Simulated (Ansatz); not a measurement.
## A worked fit of the energy of slabs against their depth, with one run withheld: the (100) slab of Li3N (cut from a parent of space group no. 191; 8 atoms in the cell)

```xyz
8
Lattice="3.6317 0.0000 0.0000 0.0000 3.8506 0.0000 0.0000 0.0000 19.2419" Properties=species:S:1:pos:R:3 pbc="T T T"
Li     0.0000     0.0000     7.0000
Li     0.0000     0.0000     9.0968
Li     1.8159     1.9253     8.0484
N      1.8159     0.0000     8.0484
Li     1.8159     0.0000    10.1452
Li     1.8159     0.0000    12.2419
Li     0.0000     1.9253    11.1936
N      0.0000     0.0000    11.1936
```
(The smallest cell of the table.)

Method: PBE (plane waves, PAW; Ansatz, a quantum-chemistry and plane-wave program).

Base settings: basis.ecutwfc = 420 eV; kpoints.mp_grid.grid = 6 6 1; hamiltonian.xc = pbe; hamiltonian.pseudopotentials = {kind: paw} (the program's default PAW files); scf.occupations.method = fermi_dirac; scf.occupations.width = 0.01 eV.

The starting cell has typed, rounded lattice constants, without a prior relaxation at this level. The slab is cut from that crystal, and its faces are unrelaxed. Its lattice was rescaled by up to half a per cent. Spin polarisation is off, though cut faces can carry moments; a gap of a slab can lie between surface states.

Deep slabs follow E = 2Aγ + N·e, so a straight line through E against N gives the surface energy without a separate bulk run; a round N·e is taken off to keep the numbers short. The area A is 13.985 Å².

| atoms N | E − N·(-249.871 eV) (eV) |
|---|---|
| 8 | 0.7181 |
| 12 | 0.6127 |
| 16 | 0.5094 |
| 20 | 0.4067 |
| 24 | 0.3041 |
| 28 | ? |
| 36 | -0.0036 |

### Question
Fit the line to the 6 rows given and predict the withheld one.

### Answer
Means: x̄ = 19.333, ȳ = 0.42457. Σ(x − x̄)(y − ȳ) = -12.70 and Σ(x − x̄)² = 493.3, so b = -0.02574 and a = ȳ − b·x̄ = 0.92220; γ = a/2A = 0.528 J/m² (unrelaxed) and e = -249.8967 eV per atom. The largest residual of the fitted rows is 0.0018. At x = 28 the line gives 0.2015 eV. The run gave 0.2017 eV, a miss of 0.0002 eV. The table is a window of a longer ladder. The rows were chosen because the form fits them, the withheld one included, so this shows the method and is no test of the form.

Left out of this page: 1 run of the series outside the window shown, repeating another row's setting, or not comparable.

Keys are those of Ansatz 0.2.
